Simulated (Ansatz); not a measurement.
**Pt5 slab: relaxing the atoms and single point**

The task, for Pt5 slab: 2 runs in a chain (relaxing the atoms and single point).

Method: DFT PBE, scalar-relativistic, plane waves, PAW, and further levels as typed in the inputs, in Ansatz 0.2.0.

## (1) The starting structure

It takes space group P-3m1 (No. 164, trigonal). Conventional cell: a = 2.775 Å, b = 2.775 Å, c = 26.062 Å, α = 90.00°, β = 90.00°, γ = 120.00°. Pt (site symmetry 3m) is surrounded by 9 Pt at 2.77 Å. Pt (site symmetry 3m) has 12 Pt at 2.77 Å as nearest neighbours. Around Pt (site symmetry -3m) lie 12 Pt at 2.77 Å.

Coordinates:

```cif
data_structure
_symmetry_space_group_name_H-M 'P-3m1'
_symmetry_Int_Tables_number 164
_cell_length_a 2.7747
_cell_length_b 2.7747
_cell_length_c 26.0621
_cell_angle_alpha 90.000
_cell_angle_beta 90.000
_cell_angle_gamma 120.000
_cell_volume 173.77
loop_
_atom_site_label
_atom_site_type_symbol
_atom_site_symmetry_multiplicity
_atom_site_Wyckoff_symbol
_atom_site_fract_x
_atom_site_fract_y
_atom_site_fract_z
_atom_site_occupancy
Pt1 Pt 2 d 0.66667 0.33333 0.32614 1
Pt2 Pt 2 d 0.33333 0.66667 0.41307 1
Pt3 Pt 1 b 0.00000 0.00000 0.50000 1
```

## (2) Relaxing the atoms: Pt5 slab, no spin

input.yaml reads:

```yaml
crystal:
  lattice:
    - [2.7746870094, 0.0, 0.0]
    - [1.3873435047, 2.4029494377, 0.0]
    - [0.0, 0.0, 26.0620898252]
  atoms:
    - { symbol: Pt, position: [0.0, 0.0, 0.3261442216] }
    - { symbol: Pt, position: [0.3333333333, 0.3333333333, 0.4130721108] }
    - { symbol: Pt, position: [0.6666666667, 0.6666666667, 0.5] }
    - { symbol: Pt, position: [0.0, 0.0, 0.5869278892] }
    - { symbol: Pt, position: [0.3333333333, 0.3333333333, 0.6738557784] }
scf:
  occupations: { method: gaussian, width: 0.1 }
output:
  forces: true
  stress: false
  write_density: true
  write_potential: true
  elf: true
  volumetric_format: npy
hamiltonian:
  xc: pbe
efield:
  axis: 3
  dipole_correction: true
kpoints:
  mp_grid: { grid: [10, 10, 1] }
relax:
  f_tol: 0.01
```

On the command line:

```
$ ansatz run input.yaml --threads 16 --pin off --max-ram 32768MiB --backend cpu --events-out ev --progress --plain --runs-dir out
```

What it wrote:

```text
Warning: RAYON_NUM_THREADS=16 ignored (pool sized by the plan → 16); use --threads N
Engine: ansatz 0.2.0, aarch64-unknown-linux-gnu
Pseudopotentials: kind: paw
Pseudopotential: Pt, paw, valence charge 18, recommended cutoff 420 eV (normal), Pt.paw.azcp
Functional definition: PBE
  parameter kappa = 0.804
  parameter beta = 0.06672455060314922
  exchange = pbe_x(kappa = kappa, mu = beta*pi^2/3)
  correlation = pbe_c(beta = beta)
Crystal: 5 atoms, lattice volume = 173.767 Å³
Basis set: ecut = 420 eV, 3423 PW (Γ), exchange–correlation on 40×40×360 points (8 copies of the dense FFT grid, shifted against one another)
Bands: 54, of which v1, the nominal top of the filled ones, is band 45 counted from 1 (44 counted from 0)
Symmetry: 6 space group operations
k-points: 14 of 100 (time reversal used)
Non-local potential: Pt, projectors of the file, l = 0: 3, l = 1: 2, l = 2: 2, l = 3: 1
PAW form: soft (Blöchl's): semilocal exchange-correlation on the pseudo side does not see the compensation charge
PAW one-centre angular grid: Pt, 590 points (default); XC on 64 Gauss nodes
Initial density: superposition of atomic densities (neutral atoms: chi_scale 0, normalization atom), corrected by the library's trained network
Initial wavefunctions: pseudopotential atomic-orbital guess
Functional: x = pbe(κ = 0.804, μ = 0.2195149727645171), c = pbe(β = 0.06672455060314922)
SCF iter   1: F=—  HF=-62613.854647 eV  |F-HF|=—  |Δ(HF+E_count)|=         —  Δρ=9.81e-3  dr2=1.57e0  ethr=1.77e-3  p=0.000 e·Å  D=1.92e-13 V/Å  ΔV_dip=-0.00 eV  dr2_dipole=3.53e-7  V_vac-E_F(+/−)=5.17/5.17 eV  ⟨swp⟩=8.8  Hψ=3341  notcnv=0  defer=4
efield: sawtooth ramp at fractional position 0.9500 (placed from the atoms, in the widest stretch of the axis that holds none; the zero of the levels goes with the place), width 0.1000; the density the first Hamiltonian is built on has a dipole p = 0.000 e·Å; the dipole correction subtracts the counter field D = 1.92e-13 V/Å, which shifts the + side's vacuum level by -0.00 eV against the − side's; the planar-averaged density in the ramp window peaks in size at 8.5e-6 e/Å³
preconditioner: auto → LDOS  [metal: Δε(μ)=0.024 eV  Ē_g=7.482 eV  σ=0.100 eV  W_gap=0.13  n_scr=20 (ndim 8)  ℏωp=19.9 eV  f_vac=0.521  D(μ)=10.59/eV (n_scr^D=128)  β→1.0]
SCF iter   2: F=—  HF=-62613.839326 eV  |F-HF|=—  |Δ(HF+E_count)|=   1.53e-2  Δρ=6.50e-3  dr2=1.79e-1  ethr=1.75e-3  p=0.000 e·Å  D=2.39e-4 V/Å  ΔV_dip=-0.01 eV  dr2_dipole=1.31e-5  V_vac-E_F(+/−)=5.79/5.79 eV  ⟨swp⟩=2.0  Hψ=911  notcnv=0  defer=25
SCF iter   3: F=—  HF=-62613.829220 eV  |F-HF|=—  |Δ(HF+E_count)|=   1.01e-2  Δρ=2.62e-3  dr2=1.02e-1  ethr=1.98e-4  p=-0.000 e·Å  D=-1.15e-4 V/Å  ΔV_dip=0.00 eV  dr2_dipole=5.39e-6  V_vac-E_F(+/−)=5.68/5.68 eV  ⟨swp⟩=2.1  Hψ=1001  notcnv=0  defer=32
SCF iter   4: F=—  HF=-62613.826819 eV  |F-HF|=—  |Δ(HF+E_count)|=   2.40e-3  Δρ=7.18e-4  dr2=5.00e-3  ethr=1.13e-4  p=0.000 e·Å  D=1.17e-4 V/Å  ΔV_dip=-0.00 eV  dr2_dipole=6.39e-7  V_vac-E_F(+/−)=5.78/5.78 eV  ⟨swp⟩=1.4  Hψ=734  notcnv=0  defer=32
SCF iter   5: F=—  HF=-62613.826588 eV  |F-HF|=—  |Δ(HF+E_count)|=   2.32e-4  Δρ=3.50e-4  dr2=4.82e-4  ethr=5.55e-6  p=0.000 e·Å  D=6.97e-6 V/Å  ΔV_dip=-0.00 eV  dr2_dipole=1.07e-8  V_vac-E_F(+/−)=5.76/5.76 eV  ⟨swp⟩=1.8  Hψ=952  notcnv=0  defer=32
SCF iter   6: F=—  HF=-62613.826672 eV  |F-HF|=—  |Δ(HF+E_count)|=   8.43e-5  Δρ=1.84e-4  dr2=1.25e-4  ethr=5.35e-7  p=0.000 e·Å  D=1.05e-5 V/Å  ΔV_dip=-0.00 eV  dr2_dipole=5.95e-8  V_vac-E_F(+/−)=5.73/5.73 eV  ⟨swp⟩=2.1  Hψ=1036  notcnv=0  defer=30
SCF iter   7: F=—  HF=-62613.826671 eV  |F-HF|=—  |Δ(HF+E_count)|=   6.18e-7  Δρ=9.51e-5  dr2=5.46e-5  ethr=1.39e-7  p=-0.000 e·Å  D=-3.65e-5 V/Å  ΔV_dip=0.00 eV  dr2_dipole=1.34e-7  V_vac-E_F(+/−)=5.73/5.73 eV  ⟨swp⟩=2.1  Hψ=1073  notcnv=0  defer=30
SCF iter   8: F=—  HF=-62613.826667 eV  |F-HF|=—  |Δ(HF+E_count)|=   4.71e-6  Δρ=4.87e-5  dr2=9.15e-6  ethr=6.07e-8  p=0.000 e·Å  D=3.12e-5 V/Å  ΔV_dip=-0.00 eV  dr2_dipole=2.98e-9  V_vac-E_F(+/−)=5.73/5.73 eV  ⟨swp⟩=2.0  Hψ=1064  notcnv=0  defer=30
SCF iter   9: F=-62613.826666 eV  HF=-62613.826667 eV  |F-HF|=9.28e-7  |Δ(HF+E_count)|=   3.62e-7  Δρ=1.82e-5  dr2=1.33e-6  ethr=2.78e-9  p=-0.000 e·Å  D=-1.18e-5 V/Å  ΔV_dip=0.00 eV  dr2_dipole=6.09e-11  V_vac-E_F(+/−)=5.73/5.73 eV  ⟨swp⟩=12.8  Hψ=6623  notcnv=0
SCF 1 converged in 9 iterations: F = -62613.826666 eV  dr2 = 1.33e-6
relax step   1: F+E_penalty+E_count = -62613.82666607 eV  Δ(F+E_penalty+E_count) = +0.000e0 eV  max|allowed force component| = 5.645e-1 eV/Å  Δτ_max = 0.0000 Å  (9 SCF iters, dr2 threshold 2.50e-6 eV, accepted)
[... 14 lines left out ...]
relax step   2: F+E_penalty+E_count = -62613.86712305 eV  Δ(F+E_penalty+E_count) = -4.046e-2 eV  max|allowed force component| = 2.991e-1 eV/Å  Δτ_max = 0.1929 Å  (8 SCF iters, dr2 threshold 1.99e-5 eV, accepted)
[... 10 lines left out ...]
relax step   3: F+E_penalty+E_count = -62613.88509491 eV  Δ(F+E_penalty+E_count) = -1.797e-2 eV  max|allowed force component| = 6.339e-2 eV/Å  Δτ_max = 0.0737 Å  (7 SCF iters, dr2 threshold 5.59e-6 eV, accepted)
[... 10 lines left out ...]
relax step   4: F+E_penalty+E_count = -62613.88582419 eV  Δ(F+E_penalty+E_count) = -7.293e-4 eV  max|allowed force component| = 2.220e-3 eV/Å  Δτ_max = 0.0142 Å  (7 SCF iters, dr2 threshold 2.51e-7 eV, accepted)
[... 7 lines left out ...]
relax step   5: F+E_penalty+E_count = -62613.88582434 eV  Δ(F+E_penalty+E_count) = -1.491e-7 eV  max|allowed force component| = 2.287e-3 eV/Å  Δτ_max = 0.0000 Å  (3 SCF iters, accepted)
NSCF: frozen V_eff on 14 k-points
the band table was solved once a step of the walk had ended and its energy, with any forces and stress, was formed, with the checks that follow a solve (3954 applications of the Hamiltonian). They found nothing against the state; the energy, forces and stress were not computed again (output.eigenvalues in the input reference)
WARN: The output density's exchange-correlation potential varies sharply where the density is thin. Do not read a vacuum level from v_tot or v_xc, or from such a field of the output density. On a cell that repeats whose density bears no net charge and no dipole along the vacuum's axis use v_es (v_loc + v_h of the components); under efield.dipole_correction with no amplitude use v_es + v_field, which holds any external_charges[].barrier, or the levels of the report's work_function block, which leave it out; under a non-zero efield.amplitude the vacuum is tilted and has no level; on a cell that repeats and bears such a dipole with no correction it is tilted too, and efield.dipole_correction with no amplitude gives each side of its ramp a level where efield: is served; in a cell that repeats whose density bears a net charge (total_charge, or a fill off its count) it is curved and has none; of a slab under crystal.periodic whose density bears no net charge use v_es, which has a level on each side, short of where the two are joined; of another it falls or rises all the way out and has none; of a slab beside external_charges read slab_vacuum_level instead, which it has where they leave it neutral. The grid or the basis barely resolves most such structure, and the values can differ between equally converged runs; as a rule a tighter scf.convergence.dr2_threshold does not remove it. Where the density itself ripples (under the LDA too) a higher basis.ecutwfc lessens it. The files hold the spikes' plane waves up to the density's cutoff. Files: v_tot_of_output_density and the like, and their columns of v_z.tsv (output.write_potential); v_xc_of_output_density and the like, and their columns of v_comp_z.tsv (output.write_potential_components). Measured: with its Gaussian average of σ = 0.25 Å subtracted twice, the exchange-correlation potential is over 0.1 eV at 3 of the grid points where the equally averaged density (valence and model cores) is under 1e-3 e/Å³, and 0.147 eV at the most among them, at an averaged density of 5.2e-9 e/Å³. See output.write_potential in the manual, Limitations
SCF converged after 3 iterations
Free energy (F): -62613.885824 eV
Harris-Foulkes:  -62613.885824 eV  (|F-HF|=3.80e-8)
Internal energy: -62613.832732 eV  (E = F + TS)
E sigma→0 (E₀):  -62613.859278 eV
Entropy (-TS):   -0.053092 eV (-10.618 meV/atom)
Fermi energy:    6.820767 eV
Dipole field:    D = 0.000002 V/Å  (p = 0.000002 e·Å, saw-weighted, corrected)
Work function:   Φ+ = 5.7875 eV   Φ− = 5.7876 eV
Levels:          The Fermi level and band energies are counted from a zero that moves with the ramp; work functions are not
--- Per-component energies (eV) ---
  E_band       = -2100.896572
  E_kinetic    = 3182.539412
  E_local      = -157026.516155  (includes V_loc(G=0)·N_el)
  E_nonlocal   = 1000.106925
  E_hartree    = 76847.497571
  E_xc         = -1305.652667
  E_vxc        = -1509.655739  (∫ρ·V_xc dr)
  E_paw        = -47269.928804  (= ΣΔE_a)
  E_vpaw       = -1442.407726  (= ΣTr[D̂ρ^β])
  E_aug_tail   = 0.001031  (compensation charges beyond the density's cutoff)
  E_efield     = 0.000000  (sawtooth field / dipole correction)
  E_vefield    = 0.000000  (∫n·V_field dr)
  E_ewald      = 61958.119954
  E_smearing   = -0.053092  (= −TS)
  E_closure    = 0.000000  (closes the sum)
  Σ components = -62613.885824   (vs F -62613.885824, Δ=0.00e0)
--- Forces (eV/Å), atoms counted from 1 ---
  atom   1  Pt     0.00000000     0.00000000     0.00228776
  atom   2  Pt     0.00000000     0.00000000     0.00115066
  atom   3  Pt    -0.00000000    -0.00000000    -0.00000050
  atom   4  Pt    -0.00000000     0.00000000    -0.00121016
  atom   5  Pt    -0.00000000    -0.00000000    -0.00222322
  max |Σ_I F_I| component: 4.54e-6 eV/Å
--- Band table (eV; the first three rows and the last of 14) ---
  k-point 0: bands = ["-91.6339", "-91.5354", "-91.5345", "-91.1099", "-91.1099", "-45.9351", "-45.7408", "-45.7012", "-45.7012", "-45.6339", "-45.6022", "-45.6022", "-45.5981", "-45.5981", "-45.2709", "-45.2709", "-45.2709", "-45.2709", "-45.0625", "-45.0620", "-2.7651", "-1.7866", "-0.8084", "-0.1568", "-0.1435", "2.9016", "2.9860", "3.2148", "3.2148", "3.3671", "3.3671", "3.4280", "3.4757", "3.4757", "3.8441", "3.8441", "3.8525", "3.8525", "4.4584", "5.2666", "5.2666", "5.5144", "5.5144", "5.9852", "5.9852", "6.5274", "6.5274", "6.6493", "6.7958", "6.7958", "7.2906", "12.2178", "12.5107", "13.1163"]
[... 3 lines left out ...]
--- Relaxed structure (5 steps of the walk, 5 accepted, 0 SCFs on fresh bases) ---
  F+E_penalty+E_count = -62613.88582434 eV   max|allowed force component| = 2.287e-3 eV/Å
  atoms:
    - { symbol: Pt, position: [-2.3700122829475955e-17, -1.4802973661453336e-17, 0.3210250857354792] }
    - { symbol: Pt, position: [0.3333333333333333, 0.33333333333333326, 0.41127781405085745] }
    - { symbol: Pt, position: [0.6666666666666666, 0.6666666666666665, 0.5000000857295948] }
    - { symbol: Pt, position: [-1.168418794042678e-17, -1.480297366145334e-17, 0.588722339032947] }
    - { symbol: Pt, position: [0.3333333333333333, 0.33333333333333326, 0.6789746754511213] }
```

Run time: 8.7 s. Hardware: 16 threads of Arm Neoverse N1, shared host; peak memory 1 GiB.

The steps of the relaxation:

```
step  energy from step 1 (eV/cell)  largest force component (eV/Å)
   1                        0.0000                          0.5645
   2                       -0.0405                          0.2991
   3                       -0.0584                          0.0634
   4                       -0.0592                          0.0022
   5                       -0.0592                          0.0023
```

Step 1 is the start.

The cell repeats along c, and a dipole correction in the vacuum removes the field between the copies.

Density in a lattice plane of the grid's cell (edges 2.77 and 26.06 Å, at 0.333 of the third edge), which holds Pt.

Values in e/Å³, 12 rows by 6 columns:
```
 0.00  0.00  0.00  0.00  0.00  0.00
 0.00  0.00  0.00  0.00  0.00  0.00
 0.02  0.02  0.03  0.02  0.02  0.02
 0.88  5.64  9.45  5.68  0.97  0.34
 1.22  0.42  0.26  0.38  1.09  2.01
 1.13  0.41  0.27  0.42  1.26  2.15
 1.08  6.89 11.03  6.97  1.20  0.38
 0.99  0.38  0.26  0.35  0.89  1.62
 0.02  0.02  0.01  0.02  0.02  0.02
 0.00  0.00  0.00  0.00  0.00  0.00
 0.00  0.00  0.00  0.00  0.00  0.00
 0.00  0.00  0.00  0.00  0.00  0.00
```
Columns run along the first of these edges and rows up along the second, over one cell in 6 and 12 even steps from the bottom left corner. Atoms in the plane (fractional): Pt at (0.33, 0.41), Pt at (0.33, 0.68).

ELF in the same plane.

Values, 12 rows by 6 columns:
```
0.00 0.00 0.00 0.00 0.00 0.00
0.00 0.00 0.00 0.00 0.00 0.00
0.09 0.12 0.13 0.12 0.09 0.07
0.32 0.62 0.66 0.64 0.33 0.26
0.36 0.26 0.24 0.25 0.35 0.43
0.36 0.25 0.24 0.26 0.37 0.45
0.35 0.65 0.67 0.65 0.36 0.28
0.33 0.24 0.25 0.24 0.32 0.42
0.09 0.07 0.06 0.07 0.09 0.10
0.00 0.00 0.00 0.00 0.00 0.00
0.00 0.00 0.00 0.00 0.00 0.00
0.00 0.00 0.00 0.00 0.00 0.00
```
Columns run along the first of these edges and rows up along the second, over one cell in 6 and 12 even steps from the bottom left corner. Atoms in the plane (fractional): Pt at (0.33, 0.41), Pt at (0.33, 0.68).

Both are smooth fields of the valence electrons: close to the nuclei they are not physical.

## (3) Single point: HSE06

It takes the final geometry of step 2. The density is read from an earlier step.

input.yaml reads:

```yaml
crystal:
  lattice:
    - [2.7746870094, 0.0, 0.0]
    - [1.3873435047, 2.4029494377, 0.0]
    - [0.0, 0.0, 26.0620898252]
  atoms:
    - { symbol: Pt, position: [0.0, 0.0, 0.3210250857] }
    - { symbol: Pt, position: [0.3333333333, 0.3333333333, 0.4112778141] }
    - { symbol: Pt, position: [0.6666666667, 0.6666666667, 0.5000000857] }
    - { symbol: Pt, position: [0.0, 0.0, 0.588722339] }
    - { symbol: Pt, position: [0.3333333333, 0.3333333333, 0.6789746755] }
scf:
  occupations: { method: gaussian, width: 0.1 }
output:
  forces: true
  stress: false
hamiltonian:
  xc: hse06
efield:
  axis: 3
  dipole_correction: true
kpoints:
  mp_grid: { grid: [10, 10, 1] }
checkpoint:
  read: start.run
  write: ck
  compress: false
  write_wavefunctions: false
  write_every: 100000
```

On the command line:

```
$ ansatz run input.yaml --threads 16 --pin off --max-ram 32768MiB --backend cpu --events-out ev --progress --plain --runs-dir out
```

What it wrote (excerpt; [...] marks lines left out):

```text
Warning: checkpoint.read: hamiltonian.xc differs: saved pbe, current hse06; the SCF iterates under this deck's functional from the saved state
Warning: RAYON_NUM_THREADS=16 ignored (pool sized by the plan → 16); use --threads N
[...]
[... 2 set-up lines as earlier in the session ...]
Functional definition: HSE06
[...]
Crystal: 5 atoms, lattice volume = 173.767 Å³
Basis set: ecut = 420 eV, 3423 PW (Γ), exchange–correlation on 40×40×360 points (8 copies of the dense FFT grid, shifted against one another)
Bands: 54, of which v1, the nominal top of the filled ones, is band 45 counted from 1 (44 counted from 0)
[... 1 set-up line as earlier in the session ...]
k-points: 14 of 100 (time reversal used)
[...]
Free energy (F): -62624.285643 eV
Frozen-core exchange: fock
[...]
E sigma→0 (E₀):  -62624.278769 eV
Entropy (-TS):   -0.013748 eV (-2.750 meV/atom)
Fermi energy:    6.421109 eV
Dipole field:    D = 0.000001 V/Å  (p = 0.000001 e·Å, saw-weighted, corrected)
Work function:   Φ+ = 6.0008 eV   Φ− = 6.0008 eV
Levels:          The Fermi level and band energies are counted from a zero that moves with the ramp; work functions are not
[...]
--- Forces (eV/Å), atoms counted from 1 ---
  atom   1  Pt     0.00000000     0.00000000     0.20070306
  atom   2  Pt     0.00000000     0.00000000     0.01307895
  atom   3  Pt     0.00000000     0.00000000     0.00000075
  atom   4  Pt     0.00000000    -0.00000000    -0.01313920
  atom   5  Pt    -0.00000000    -0.00000000    -0.20065022
[...]
--- Band table (eV; the first three rows and the last of 14) ---
[...]
  guard bands above this table: 3 of the run's 54 bands, where the rule asks 5: the bands that hold charge and the lowest empty level above them stay in the table. The solve was not asked for them (output.publish_guard_bands: true or output.eigenvalues: true publishes all)
```

Wall time 61 s (16 threads of Arm Neoverse N1, shared host); peak memory 4.2 GiB.

## (4) Summary of results

```
step  level  energy (eV)  gap on the mesh (eV)   time
   2    PBE   -62613.859                  0.00  8.7 s
   3  HSE06   -62624.279                  0.00   61 s
```

Totals of different systems or levels have different zeros; only balanced differences at one level mean anything.

Spin-orbit coupling is left out for Pt.
